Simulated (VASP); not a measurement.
Runs of VASP 6.6.1 on CdO (Monteponite). The structure is cubic, space group Fm-3m (No. 225). The conventional cell has a = 4.781 Å, b = 4.781 Å, c = 4.781 Å, α = 90.00°, β = 90.00°, γ = 90.00°. Around Cd (site symmetry m-3m) lie 6 O at 2.39 Å. O (site symmetry m-3m) is surrounded by 6 Cd at 2.39 Å. 

```tsv
task	level	potentials or basis	cell	k mesh	cutoff (eV)	by perturbation theory	grid for exact exchange (PRECFOCK)	screening parameter	gap on the mesh (eV)	pressure (GPa)	relaxed volume (Å³/atom)
relaxation of cell and atoms	PBE	VASP PAW PBE potentials, release 64 (Cd, O)	relaxed	12 × 12 × 12	600	-	-	-	none	-0.1	-
relaxation of cell and atoms	LDA	VASP PAW LDA potentials, release 64 (Cd, O)	relaxed	12 × 12 × 12	600	-	-	-	none	0.0	12.59
relaxation of cell and atoms	r2SCAN	VASP PAW PBE potentials, release 64 (Cd, O)	relaxed	12 × 12 × 12	600	-	-	-	0.04	0.0	-
relaxation of cell and atoms	HSE06	VASP PAW PBE potentials, release 64 (Cd, O)	relaxed	6 × 6 × 6	520	-	Fast	0.2 1/A	(a)	0.0	(b)
relaxation of cell and atoms	PBEsol	VASP PAW PBE potentials, release 64 (Cd, O)	relaxed	12 × 12 × 12	600	-	-	-	none	0.0	13.02
```

Alike in all rows: no spin polarisation; smearing gaussian 0.03 eV.

Q: Estimate the missing entries.

A: (a) 0.86; (b) 13.17.

Caveats: this crystal is a semiconductor, whose small gap the functional closes, so the metal is an error of the method (some runs); the PAW data sets were made with another functional, which shifts forces and pressure a little (some runs); the relaxation stopped at its first step, so nothing moved (some runs).

A k mesh can miss the band edges, and the runs leave out spin-orbit coupling on Cd.

A gap of «none» marks a metal or a gap under the smearing width.
